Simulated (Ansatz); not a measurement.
# SiC (001): what the settings of a slab run do

Aim: change the settings of a slab run of SiC (001), some on purpose to poor values, and see what happens to convergence, surface energy and work function.

Computed with Ansatz 0.2.0 (DFT r2SCAN, scalar-relativistic, plane waves, PAW, unless a step's input says otherwise).

1 further run of the same task is left out (set aside as unsound or not needed).

## (1) The system as given

It takes space group P3m1 (No. 156, trigonal). Conventional cell: a = 3.075 Å, b = 3.075 Å, c = 28.247 Å, α = 90.00°, β = 90.00°, γ = 120.00°. C (site symmetry 3m) has 3 Si at 1.88 Å as nearest neighbours. Around Si (site symmetry 3m) lie 4 C at 1.88 to 1.90 Å. Around C (site symmetry 3m) lie 4 Si at 1.88 to 1.90 Å. Only part of the 12 independent sites is listed.

Structure file:

```
C Si
1.0
     3.07520    0.00000    0.00000
    -1.53760    2.66320    0.00000
     0.00000    0.00000   28.24743
C Si
6 6
Direct
  0.33333 0.66667 0.26551
  0.66667 0.33333 0.35487
  0.33333 0.66667 0.44422
  0.66667 0.33333 0.53358
  0.33333 0.66667 0.62294
  0.66667 0.33333 0.71229
  0.66667 0.33333 0.28771
  0.33333 0.66667 0.37706
  0.66667 0.33333 0.46642
  0.33333 0.66667 0.55578
  0.66667 0.33333 0.64513
  0.33333 0.66667 0.73449
```

It is a (001) slab, 13.2 Å thick as cut, with 15 Å of vacuum; its outer planes are Si (top) and C (bottom), with the atoms at the bulk's places. The base run, made before with the input below, converged in 20 cycles: energy -5343.1331 eV, largest force 2.918 eV/Å, work function 4.71 eV (top face), 6.68 eV (bottom face), dipole along +c 0.089 e·Å per cell.

input.yaml reads:

```yaml
crystal:
  lattice:
    - [3.0751950084, 0.0, 0.0]
    - [-1.5375975042, 2.6631969989, 0.0]
    - [0.0, 0.0, 28.2474285646]
  atoms:
    - { symbol: C, position: [0.3333333333, 0.6666666667, 0.2655108936] }
    - { symbol: Si, position: [0.6666666667, 0.3333333333, 0.287708009] }
    - { symbol: C, position: [0.6666666667, 0.3333333333, 0.3548671131] }
    - { symbol: Si, position: [0.3333333333, 0.6666666667, 0.3770642284] }
    - { symbol: C, position: [0.3333333333, 0.6666666667, 0.4442233326] }
    - { symbol: Si, position: [0.6666666667, 0.3333333333, 0.4664204479] }
    - { symbol: C, position: [0.6666666667, 0.3333333333, 0.5335795521] }
    - { symbol: Si, position: [0.3333333333, 0.6666666667, 0.5557766674] }
    - { symbol: C, position: [0.3333333333, 0.6666666667, 0.6229357716] }
    - { symbol: Si, position: [0.6666666667, 0.3333333333, 0.6451328869] }
    - { symbol: C, position: [0.6666666667, 0.3333333333, 0.712291991] }
    - { symbol: Si, position: [0.3333333333, 0.6666666667, 0.7344891064] }
basis:
  ecutwfc: 500
kpoints:
  mp_grid: { grid: [9, 9, 1] }
hamiltonian:
  xc: r2scan
scf:
  occupations: { method: gaussian, width: 0.05 }
output:
  forces: true
  stress: true
  eigenvalues: true
  write_density: true
  write_potential: true
  elf: true
  volumetric_format: npy
efield:
  axis: 3
  dipole_correction: true
  ramp_width: 0.04
```

## (2) Setting: k mesh 1×1×1

A dipole layer in the vacuum cancels the field that periodic copies would set up if the slab's two faces differ.

Changes to input.yaml since step 1:

```diff
@@ -21,3 +21,3 @@
 kpoints:
-  mp_grid: { grid: [9, 9, 1] }
+  mp_grid: { grid: [1, 1, 1] }
 hamiltonian:
@@ -30,6 +30,2 @@
   eigenvalues: true
-  write_density: true
-  write_potential: true
-  elf: true
-  volumetric_format: npy
 efield:
```

The run is started by

```console
ansatz run input.yaml --threads 1 --pin off --max-ram 2560MiB --backend cpu --events-out ev --progress --plain --runs-dir out
```

The program printed, shortened:

```text
[...]
SCF converged after 49 iterations
Free energy (F): -5291.790491 eV
[...]
E sigma→0 (E₀):  -5291.760471 eV
Entropy (-TS):   -0.060040 eV (-5.003 meV/atom)
Fermi energy:    2.742660 eV
Dipole field:    D = 0.059907 V/Å  (p = 0.076589 e·Å, saw-weighted, corrected)
Work function:   Φ+ = 7.1467 eV   Φ− = 8.8390 eV
Levels:          The Fermi level and band energies are counted from a zero that moves with the ramp; work functions are not
[...]
--- Forces (eV/Å), atoms counted from 1 ---
  atom   1  C      0.00000000     0.00000000     3.58638582
  atom   2  Si    -0.00000000     0.00000000    -6.56894382
  atom   3  C      0.00000000     0.00000000     3.98986424
  atom   4  Si    -0.00000000    -0.00000000    -3.51328544
  atom   5  C      0.00000000    -0.00000000     3.21739802
  atom   6  Si    -0.00000000    -0.00000000    -3.03113443
  atom   7  C      0.00000000     0.00000000     2.86239530
  atom   8  Si    -0.00000000     0.00000000    -2.77566086
[...]
--- Stress (GPa, compression-positive) ---
        6.922538       0.000000       0.000000
        0.000000       6.922538       0.000000
        0.000000       0.000000      14.049077
  P = ⅓ Tr σ = 9.2981 GPa (92.981 kbar)
--- Band table (eV) ---
[...]
```

It took 35 s on 1 thread of Arm Neoverse V1, shared host; peak memory 0.83 GiB.

From the log: work function 7.15 eV (top face), 8.84 eV (bottom face); gap on the mesh 0.05 eV, too small against the smearing to count; dipole along +c 0.077 e·Å per cell.

## (3) Changed: total charge 1

Changes to input.yaml since step 2:

```diff
@@ -18,2 +18,3 @@
     - { symbol: Si, position: [0.3333333333, 0.6666666667, 0.7344891064] }
+total_charge: 1
 basis:
@@ -21,3 +22,3 @@
 kpoints:
-  mp_grid: { grid: [1, 1, 1] }
+  mp_grid: { grid: [9, 9, 1] }
 hamiltonian:
@@ -26,2 +27,3 @@
   occupations: { method: gaussian, width: 0.05 }
+  max_iter: 96
 output:
```

The run is started by

```console
ansatz run input.yaml --threads 1 --pin off --max-ram 2560MiB --backend cpu --events-out ev --progress --plain --runs-dir out
```

The program printed:

```text
Error: efield: with total_charge ≠ 0 without external_charges — the saw-weighted dipole of a charged cell depends on the ramp position (the isolated-slab reference a dipole correction restores does not exist for a charged slab), so the field energy is ill-defined under the jellium convention; neutralise the cell or drop the efield: block, which crystal.periodic lets a charged slab do
```

Run time: 0.03 s. Hardware: 1 thread of Arm Neoverse V1, shared host; peak memory 0.031 GiB.

The input was turned down before any cycle.

## (4) Try: k mesh 13×13×1

Changes to input.yaml since step 3:

```diff
@@ -18,3 +18,2 @@
     - { symbol: Si, position: [0.3333333333, 0.6666666667, 0.7344891064] }
-total_charge: 1
 basis:
@@ -22,3 +21,3 @@
 kpoints:
-  mp_grid: { grid: [9, 9, 1] }
+  mp_grid: { grid: [13, 13, 1] }
 hamiltonian:
@@ -27,3 +26,2 @@
   occupations: { method: gaussian, width: 0.05 }
-  max_iter: 96
 output:
```

The run is started by

```console
ansatz run input.yaml --threads 1 --pin off --max-ram 2560MiB --backend cpu --events-out ev --progress --plain --runs-dir out
```

The program printed, shortened:

```text
Warning: RAYON_NUM_THREADS=1 ignored (pool sized by the plan → 1); use --threads N
[...]
Pseudopotentials: kind: paw
Pseudopotential: C, paw, valence charge 4, recommended cutoff 500 eV (meta_gga), C.paw.azcp
Pseudopotential: Si, paw, valence charge 4, recommended cutoff 500 eV (meta_gga), Si.paw.azcp
Functional definition: r2SCAN
[...]
Crystal: 12 atoms, lattice volume = 231.342 Å³
Basis set: ecut = 500 eV, 5959 PW (Γ), exchange–correlation on 96×96×864 points (64 copies of the dense FFT grid, shifted against one another)
Bands: 36, of which v1, the nominal top of the filled ones, is band 24 counted from 1 (23 counted from 0)
Symmetry: 6 space group operations
Space group: P3m1 (ITA 156), of the structure as read, at distance tolerance 6.1e-5 Å
k-points: 21 of 169 (time reversal used)
[...]
Fermi energy:    2.945549 eV
Dipole field:    D = 0.072262 V/Å  (p = 0.092386 e·Å, saw-weighted, corrected)
Work function:   Φ+ = 4.6524 eV   Φ− = 6.6936 eV
Levels:          The Fermi level and band energies are counted from a zero that moves with the ramp; work functions are not
[...]
--- Forces (eV/Å), atoms counted from 1 ---
  atom   1  C      0.00000000    -0.00000000     2.53334231
  atom   2  Si    -0.00000000     0.00000000    -2.89806470
  atom   3  C      0.00000000     0.00000000     0.76304380
  atom   4  Si    -0.00000000    -0.00000000    -0.54683016
  atom   5  C      0.00000000    -0.00000000     0.36966388
  atom   6  Si     0.00000000     0.00000000    -0.36908435
  atom   7  C      0.00000000     0.00000000     0.30441144
  atom   8  Si     0.00000000    -0.00000000    -0.31521931
[...]
--- Stress (GPa, compression-positive) ---
       -0.037807       0.000000       0.000000
       -0.000000      -0.037807      -0.000000
        0.000000      -0.000000      -0.100863
  P = ⅓ Tr σ = -0.0588 GPa (-0.588 kbar)
--- Band table (eV; the first three rows and the last of 21) ---
[...]
```

Run time: 86 s. Hardware: 1 thread of Arm Neoverse V1, shared host; peak memory 0.91 GiB.

From the log: work function 4.65 eV (top face), 6.69 eV (bottom face); dipole along +c 0.092 e·Å per cell.

## (5) Try: n_extra_bands = 0

Changes to input.yaml since step 4:

```diff
@@ -21,3 +21,3 @@
 kpoints:
-  mp_grid: { grid: [13, 13, 1] }
+  mp_grid: { grid: [9, 9, 1] }
 hamiltonian:
@@ -26,2 +26,3 @@
   occupations: { method: gaussian, width: 0.05 }
+  n_extra_bands: 0
 output:
```

The run is started by

```console
ansatz run input.yaml --threads 1 --pin off --max-ram 2560MiB --backend cpu --events-out ev --progress --plain --runs-dir out
```

The program printed:

```text
Error: inconsistent input (scf.n_extra_bands, scf.occupations.method): n_bands = 24 leaves no empty band above the 24 bands per channel that the deck's 48 electrons occupy, and the occupations search for the Fermi level (a smearing at a finite width, or tetrahedra): a level found among occupied bands alone can fill a metal as an insulator; raise scf.n_extra_bands until at least 25 bands are solved (omitted, it auto-derives to 36) (see scf.n_extra_bands in the input reference)
```

Wall time 0.13 s (1 thread of Arm Neoverse V1, shared host); peak memory 0.076 GiB.

The program refused the input.

## (6) Changed: no preconditioner, β = 0.7

Changes to input.yaml since step 5:

```diff
@@ -26,3 +26,4 @@
   occupations: { method: gaussian, width: 0.05 }
-  n_extra_bands: 0
+  mixing: { preconditioner: none, beta: 0.7 }
+  max_iter: 91
 output:
```

The run is started by

```console
ansatz run input.yaml --threads 1 --pin off --max-ram 2560MiB --backend cpu --events-out ev --progress --plain --runs-dir out
```

The program printed, shortened:

```text
[...]
SCF converged after 32 iterations
Stability not checked: this state was not tested for a lower state beside it, because the mixer in use, unlike msr1, does not test its closes by its own steps (another_mixer; see scf.mixing.algorithm and scf.lower_state_search)
Free energy (F): -5343.143075 eV
[...]
E sigma→0 (E₀):  -5343.133110 eV
Entropy (-TS):   -0.019929 eV (-1.661 meV/atom)
Fermi energy:    2.938952 eV
Dipole field:    D = 0.069528 V/Å  (p = 0.088890 e·Å, saw-weighted, corrected)
Work function:   Φ+ = 4.7163 eV   Φ− = 6.6802 eV
Levels:          The Fermi level and band energies are counted from a zero that moves with the ramp; work functions are not
[...]
--- Forces (eV/Å), atoms counted from 1 ---
  atom   1  C      0.00000000    -0.00000000     2.54640008
  atom   2  Si    -0.00000000     0.00000000    -2.91802333
  atom   3  C      0.00000000     0.00000000     0.77010447
  atom   4  Si    -0.00000000    -0.00000000    -0.54754237
  atom   5  C      0.00000000    -0.00000000     0.36844432
  atom   6  Si     0.00000000     0.00000000    -0.36568444
  atom   7  C      0.00000000     0.00000000     0.30388942
  atom   8  Si     0.00000000    -0.00000000    -0.31116929
[...]
--- Stress (GPa, compression-positive) ---
       -0.068467      -0.000000       0.000000
        0.000000      -0.068467      -0.000000
        0.000000      -0.000000      -0.085495
  P = ⅓ Tr σ = -0.0741 GPa (-0.741 kbar)
--- Band table (eV; the first three rows and the last of 12) ---
[...]
```

Wall time 1.8 min (1 thread of Arm Neoverse V1, shared host); peak memory 0.87 GiB.

From the log: work function 4.72 eV (top face), 6.68 eV (bottom face); dipole along +c 0.089 e·Å per cell.

## (7) Setting: no dipole correction, vacuum of 15 Å

Changes to input.yaml since step 6:

```diff
@@ -26,4 +26,2 @@
   occupations: { method: gaussian, width: 0.05 }
-  mixing: { preconditioner: none, beta: 0.7 }
-  max_iter: 91
 output:
@@ -32,5 +30 @@
   eigenvalues: true
-efield:
-  axis: 3
-  dipole_correction: true
-  ramp_width: 0.04
```

The run is started by

```console
ansatz run input.yaml --threads 1 --pin off --max-ram 2560MiB --backend cpu --events-out ev --progress --plain --runs-dir out
```

The program printed, shortened:

```text
[...]
SCF converged after 24 iterations
Free energy (F): -5343.150469 eV
[...]
E sigma→0 (E₀):  -5343.140665 eV
Entropy (-TS):   -0.019606 eV (-1.634 meV/atom)
Fermi energy:    2.971076 eV
[...]
--- Forces (eV/Å), atoms counted from 1 ---
  atom   1  C      0.00000000    -0.00000000     2.52406783
  atom   2  Si    -0.00000000     0.00000000    -2.89869289
  atom   3  C      0.00000000     0.00000000     0.77607277
  atom   4  Si    -0.00000000    -0.00000000    -0.55578750
  atom   5  C      0.00000000    -0.00000000     0.38077671
  atom   6  Si     0.00000000     0.00000000    -0.37836955
  atom   7  C      0.00000000     0.00000000     0.31645118
  atom   8  Si    -0.00000000    -0.00000000    -0.32427323
[...]
--- Stress (GPa, compression-positive) ---
       -0.059543       0.000000       0.000000
        0.000000      -0.059543      -0.000000
        0.000000      -0.000000      -0.085096
  P = ⅓ Tr σ = -0.0681 GPa (-0.681 kbar)
--- Band table (eV; the first three rows and the last of 12) ---
[...]
```

Run time: 50 s. Hardware: 1 thread of Arm Neoverse V1, shared host; peak memory 0.87 GiB.

## (8) Setting: k mesh 9×9×3

Changes to input.yaml since step 7:

```diff
@@ -21,3 +21,3 @@
 kpoints:
-  mp_grid: { grid: [9, 9, 1] }
+  mp_grid: { grid: [9, 9, 3] }
 hamiltonian:
@@ -30 +30,5 @@
   eigenvalues: true
+efield:
+  axis: 3
+  dipole_correction: true
+  ramp_width: 0.04
```

The run is started by

```console
ansatz run input.yaml --threads 1 --pin off --max-ram 2560MiB --backend cpu --events-out ev --progress --plain --runs-dir out
```

The program printed, shortened:

```text
Warning: RAYON_NUM_THREADS=1 ignored (pool sized by the plan → 1); use --threads N
[...]
Pseudopotentials: kind: paw
Pseudopotential: C, paw, valence charge 4, recommended cutoff 500 eV (meta_gga), C.paw.azcp
Pseudopotential: Si, paw, valence charge 4, recommended cutoff 500 eV (meta_gga), Si.paw.azcp
Functional definition: r2SCAN
[...]
Crystal: 12 atoms, lattice volume = 231.342 Å³
Basis set: ecut = 500 eV, 5959 PW (Γ), exchange–correlation on 96×96×864 points (64 copies of the dense FFT grid, shifted against one another)
Bands: 36, of which v1, the nominal top of the filled ones, is band 24 counted from 1 (23 counted from 0)
Symmetry: 6 space group operations
Space group: P3m1 (ITA 156), of the structure as read, at distance tolerance 6.1e-5 Å
k-points: 31 of 243 (time reversal used)
[...]
Fermi energy:    2.938938 eV
Dipole field:    D = 0.069375 V/Å  (p = 0.088695 e·Å, saw-weighted, corrected)
Work function:   Φ+ = 4.7183 eV   Φ− = 6.6780 eV
Levels:          The Fermi level and band energies are counted from a zero that moves with the ramp; work functions are not
[...]
--- Forces (eV/Å), atoms counted from 1 ---
  atom   1  C      0.00000000    -0.00000000     2.54638697
  atom   2  Si    -0.00000000     0.00000000    -2.91796189
  atom   3  C      0.00000000     0.00000000     0.77011211
  atom   4  Si     0.00000000    -0.00000000    -0.54755685
  atom   5  C      0.00000000    -0.00000000     0.36850344
  atom   6  Si     0.00000000     0.00000000    -0.36574164
  atom   7  C      0.00000000     0.00000000     0.30396064
  atom   8  Si    -0.00000000    -0.00000000    -0.31115838
[...]
--- Stress (GPa, compression-positive) ---
       -0.068433       0.000000       0.000000
        0.000000      -0.068433      -0.000000
        0.000000      -0.000000      -0.085479
  P = ⅓ Tr σ = -0.0741 GPa (-0.741 kbar)
--- Band table (eV; the first three rows and the last of 31) ---
[...]
```

Wall time 98 s (1 thread of Arm Neoverse V1, shared host); peak memory 0.95 GiB.

From the log: work function 4.72 eV (top face), 6.68 eV (bottom face); dipole along +c 0.089 e·Å per cell.

## (9) Try: n_extra_bands = 30

Changes to input.yaml since step 8:

```diff
@@ -21,3 +21,3 @@
 kpoints:
-  mp_grid: { grid: [9, 9, 3] }
+  mp_grid: { grid: [9, 9, 1] }
 hamiltonian:
@@ -26,2 +26,3 @@
   occupations: { method: gaussian, width: 0.05 }
+  n_extra_bands: 30
 output:
```

The run is started by

```console
ansatz run input.yaml --threads 1 --pin off --max-ram 2560MiB --backend cpu --events-out ev --progress --plain --runs-dir out
```

The program printed, shortened:

```text
[...]
SCF converged after 24 iterations
Free energy (F): -5343.143075 eV
[...]
E sigma→0 (E₀):  -5343.133111 eV
Entropy (-TS):   -0.019928 eV (-1.661 meV/atom)
Fermi energy:    2.938896 eV
Dipole field:    D = 0.069895 V/Å  (p = 0.089359 e·Å, saw-weighted, corrected)
Work function:   Φ+ = 4.7111 eV   Φ− = 6.6855 eV
Levels:          The Fermi level and band energies are counted from a zero that moves with the ramp; work functions are not
[...]
--- Forces (eV/Å), atoms counted from 1 ---
  atom   1  C      0.00000000    -0.00000000     2.54637474
  atom   2  Si    -0.00000000     0.00000000    -2.91794528
  atom   3  C      0.00000000     0.00000000     0.77002545
  atom   4  Si     0.00000000    -0.00000000    -0.54751985
  atom   5  C      0.00000000    -0.00000000     0.36850522
  atom   6  Si     0.00000000     0.00000000    -0.36575043
  atom   7  C      0.00000000     0.00000000     0.30398816
  atom   8  Si     0.00000000    -0.00000000    -0.31121376
[...]
--- Stress (GPa, compression-positive) ---
       -0.068535       0.000000       0.000000
       -0.000000      -0.068535      -0.000000
        0.000000      -0.000000      -0.085575
  P = ⅓ Tr σ = -0.0742 GPa (-0.742 kbar)
--- Band table (eV; the first three rows and the last of 12) ---
[...]
```

It took 58 s on 1 thread of Arm Neoverse V1, shared host; peak memory 0.9 GiB.

Read from this run: work function 4.71 eV (top face), 6.69 eV (bottom face); dipole along +c 0.089 e·Å per cell.

## (10) Setting: field of 1.5 V/Å along c

Changes to input.yaml since step 9:

```diff
@@ -26,3 +26,3 @@
   occupations: { method: gaussian, width: 0.05 }
-  n_extra_bands: 30
+  max_iter: 88
 output:
@@ -35 +35,2 @@
   ramp_width: 0.04
+  amplitude: 1.5
```

The run is started by

```console
ansatz run input.yaml --threads 1 --pin off --max-ram 2560MiB --backend cpu --events-out ev --progress --plain --runs-dir out
```

The program printed, shortened:

```text
Warning: RAYON_NUM_THREADS=1 ignored (pool sized by the plan → 1); use --threads N
[...]
Pseudopotentials: kind: paw
Pseudopotential: C, paw, valence charge 4, recommended cutoff 500 eV (meta_gga), C.paw.azcp
Pseudopotential: Si, paw, valence charge 4, recommended cutoff 500 eV (meta_gga), Si.paw.azcp
Functional definition: r2SCAN
[...]
Crystal: 12 atoms, lattice volume = 231.342 Å³
Basis set: ecut = 500 eV, 5959 PW (Γ), exchange–correlation on 96×96×864 points (64 copies of the dense FFT grid, shifted against one another)
Bands: 36, of which v1, the nominal top of the filled ones, is band 24 counted from 1 (23 counted from 0)
Symmetry: 6 space group operations
Space group: P3m1 (ITA 156), of the structure as read, at distance tolerance 6.1e-5 Å
k-points: 12 of 81 (time reversal used)
[...]
SCF iter   1: F=—  HF=-5405.532541 eV  |F-HF|=—  |Δ(HF+E_count)|=         —  Δρ=1.47e-1  dr2=4.48e3  dr2_τ=3.02e0  ethr=1.77e-3  p=0.137 e·Å  D=1.07e-1 V/Å  ΔV_dip=-3.02 eV  dr2_dipole=4.96e3  V_vac-E_F(+/−)=23.74/-8.36 eV  ⟨swp⟩=19.6  Hψ=5199  notcnv=0  defer=12
[...]
WARN: efield: at this solve's end the planar-averaged density reaches 6.70e-5 e/Å³ inside the ramp window [0.9446, 0.1289] (bound 1e-5 e/Å³); the window's nearer edge stands 3.86 Å from this solve's nearest atom along the axis. Its free energy, forces, stress, dipole, levels and responses [...]
Dipole field:    D = 0.935025 V/Å  (p = 1.195409 e·Å, saw-weighted, corrected)
Work function:   not extracted (applied field tilts the vacuum); planar V_es + V_field profile in the machine report
Levels:          The Fermi level and band energies are counted from a zero that moves with the ramp; work functions are not
Vacuum region:   at the solve's end the planar-averaged density reaches 6.70e-5 e/Å³ inside the ramp window [0.9446, 0.1289] (bound 1e-5 e/Å³)
[...]
--- Forces (eV/Å), atoms counted from 1 ---
  atom   1  C      0.00000000    -0.00000000     2.23804306
  atom   2  Si    -0.00000000     0.00000000    -2.66646014
  atom   3  C      0.00000000     0.00000000     0.78370099
  atom   4  Si     0.00000000    -0.00000000    -0.58638523
  atom   5  C      0.00000000    -0.00000000     0.45751382
  atom   6  Si     0.00000000     0.00000000    -0.46059412
  atom   7  C      0.00000000     0.00000000     0.39867649
  atom   8  Si     0.00000000    -0.00000000    -0.41959447
[...]
--- Stress (GPa, compression-positive) ---
        0.532980       0.000000       0.000000
        0.000000       0.532980      -0.000000
        0.000000      -0.000000       0.477277
  P = ⅓ Tr σ = 0.5144 GPa (5.144 kbar)
--- Band table (eV; the first three rows and the last of 12) ---
[...]
```

Run time: 1.7 min. Hardware: 1 thread of Arm Neoverse V1, shared host; peak memory 0.88 GiB.

## (11) What each setting did

| change | outcome | SCF cycles | time | ΔE (meV/atom) | Δγ (J/m²) | Δφ, top face (eV) | largest force (eV/Å) |
| --- | --- | --- | --- | --- | --- | --- | --- |
| base run | converged | 20 | 50 s | 0 | 0 | 0 | 2.918 |
| k mesh 1×1×1 | converged | 49 | 35 s | +4281.1 | +50.250 | +2.44 | 6.569 |
| total charge 1 | refused | 0 | 0.03 s |  |  |  |  |
| k mesh 13×13×1 | converged | 23 | 86 s | +0.1 | +0.001 | -0.06 | 2.898 |
| n_extra_bands = 0 | refused | 0 | 0.13 s |  |  |  |  |
| no preconditioner, β = 0.7 | converged | 32 | 1.8 min | 0.0 | 0.000 | +0.01 | 2.918 |
| no dipole correction, vacuum of 15 Å | converged | 24 | 50 s | -0.6 | -0.007 |  | 2.899 |
| k mesh 9×9×3 | converged | 22 | 98 s | 0.0 | 0.000 | +0.01 | 2.918 |
| n_extra_bands = 30 | converged | 24 | 58 s | 0.0 | 0.000 | 0.00 | 2.918 |
| field of 1.5 V/Å along c | converged with warnings | 33 | 1.7 min | -80.4 |  |  | 2.666 |

**Reading.** Changes count from the base run, and γ keeps the base's bulk energy; total energies of different functionals are not compared. No result came from: total charge 1; n_extra_bands = 0. The surface energy moves most with k mesh 1×1×1 (+50.250 J/m²). The work function is most disturbed by k mesh 1×1×1 (+2.44 eV). A run that converges on a poor setting still gives a wrong number; convergence of the SCF says nothing on that.
